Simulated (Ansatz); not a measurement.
AlN at 25 GPa: from Born charge to LO–TO splitting and polaron coupling

All numbers below come from DFT PBEsol, scalar-relativistic, plane waves, PAW (Ansatz). Cutoff 420 eV, 10×10×10 k-points (Γ-centred), fixed occupations. No spin polarisation. Phonons by linear response, acoustic sum rule imposed.

The cell, relaxed at 25 GPa:
```yaml
crystal:
  lattice:
    - [0.00000, 2.11536, 2.11536]
    - [2.11536, 0.00000, 2.11536]
    - [2.11536, 2.11536, 0.00000]
  atoms:
    - { symbol: Al, position: [0.00000, 0.00000, 0.00000] }
    - { symbol: N, position: [0.75000, 0.75000, 0.75000] }
```

Other phases may be more stable at this pressure.

Linear response gives ν_TO = 748.4 cm⁻¹, Born charges ±2.535 e (positive on Al) and ε∞ = 4.485. The primitive cell holds 18.932 Å³, and the masses are 26.982 and 14.007 amu.

Problem. Find ν_LO and the static dielectric constant.

Solution. The long-wave field adds a restoring force: ω_LO² − ω_TO² = Z*²e²/(ε_vac ε∞ μV). In these units ν_LO² − ν_TO² = 4.92064×10⁷ Z*²/(μ V ε∞) cm⁻², with μ = m₁m₂/(m₁ + m₂) = 9.220 amu: 403838 cm⁻². So ν_LO = √(748.4² + 403838) = 981.8 cm⁻¹, and the run gives 981.8. Lyddane–Sachs–Teller then gives ε0 = ε∞ (ν_LO/ν_TO)² = 7.72, against 7.72 in the run (it forms both from the same three quantities, so the match checks the arithmetic only). Between ν_TO and ν_LO the dielectric function is negative and an undamped crystal reflects fully: a reststrahlen band from 10.2 to 13.4 μm.

Problem. What do the Clausius–Mossotti polarisability and the Szigeti charge come to?

Solution. With the Lorentz local field, α = (3V/4π)(ε∞ − 1)/(ε∞ + 2) = 2.43 Å³ for the pair, and e_S = 3Z*/(ε∞ + 2) = 1.17 e. The Born charge includes the electrons' response to the dipole's own local field, and e_S takes that enhancement out. The Lorentz field assumes point-like polarisable ions, a poor picture once ε∞ is this large, since the electron clouds then overlap or are shared, so both numbers are formal here.

Problem. How strongly does a slow electron couple to the LO mode?

Solution. For one isotropic parabolic band, Fröhlich's constant is α_F = (1/ε∞ − 1/ε0) √(m* Ry/ħω_LO), with Ry = 13.606 eV, ħω_LO = 121.7 meV and m* in free-electron masses: α_F = 0.0934 × 10.57 × √m* = 0.99 √m*. The band mass isn't part of this run; for m* = 0.1, 0.3 and 1 it gives 0.31, 0.54, 0.99. In weak coupling the polaron lies α_F ħω_LO below the band edge (66 meV at m* = 0.3) with a mass m*(1 + α_F/6); past α_F of about 5 or 6 that expansion fails. A semilocal functional's ε∞ tends to be too large, which taken alone lowers α_F.

This zinc-blende form isn't the usual stable structure of the compound at low pressure.

Cost: 1 run of about 0.46 core-minutes, on Arm Neoverse V1 (shared hosts).